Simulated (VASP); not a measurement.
A run of VASP 6.6.1 is set up as follows.

INCAR

```
SYSTEM = Ni
  PREC = Accurate
  ENCUT = 520
  EDIFF = 1E-6
  ISMEAR = 1
  SIGMA = 0.1
  LREAL = .FALSE.
  LASPH = .TRUE.
  NELM = 150
  ALGO = Normal
  ISIF = 2
  LWAVE = .FALSE.
  LCHARG = .FALSE.
  LDIPOL = .TRUE.
  IDIPOL = 3
  DIPOL = 0.5 0.5 0.500
  GGA = PS
  LVHAR = .TRUE.
  LVACPOTAV = .TRUE.
```

Contents of KPOINTS:

```
Automatic mesh
0
G
  16 16 1
  0 0 0
```

POSCAR

```
Ni
1.0
    2.4890158700      0.0000000000      0.0000000000
    1.2445079350      2.1555509740      0.0000000000
    0.0000000000      0.0000000000     28.1936376838
Ni
7
Direct
    0.0000000000      0.0000000000      0.2837519617
    0.3333333333      0.3333333333      0.3558346411
   -0.3333333333      0.6666666667      0.4279173206
    0.0000000000      0.0000000000      0.5000000000
    0.3333333333      0.3333333333      0.5720826794
   -0.3333333333      0.6666666667      0.6441653589
    0.0000000000      0.0000000000      0.7162480383
```

Potentials or basis: VASP PAW PBE potentials, release 64 (Ni).

The run is started by

```sh
$ cat potpaw_PBE.64/Ni/POTCAR > POTCAR
$ mpirun -np 1 vasp_std > vasp.out
```

Question: Predict the work function of the upper face.

Answer: 5.30 eV.

Question: Estimate the work function of the lower face.

Answer: 5.30 eV.

Question: What does it give for the band gap on the k mesh?

Answer: None (metal or under the smearing width).

Question: What does it give for the largest force?

Answer: 0.453 eV/Å.

Forces on the atoms (eV/Å):
```
Ni   0.000  0.000  0.453
Ni   0.000  0.000 -0.065
Ni   0.000  0.000  0.002
Ni   0.000  0.000  0.000
Ni   0.000  0.000 -0.002
Ni   0.000  0.000  0.065
Ni   0.000  0.000 -0.453
```

Caveat: the PAW data sets were made with another functional, which shifts forces and pressure a little; the run has no spin polarisation, though such a crystal can be magnetic. Spin polarisation is off, so any magnetic state and its effect on volume and gap are missing.
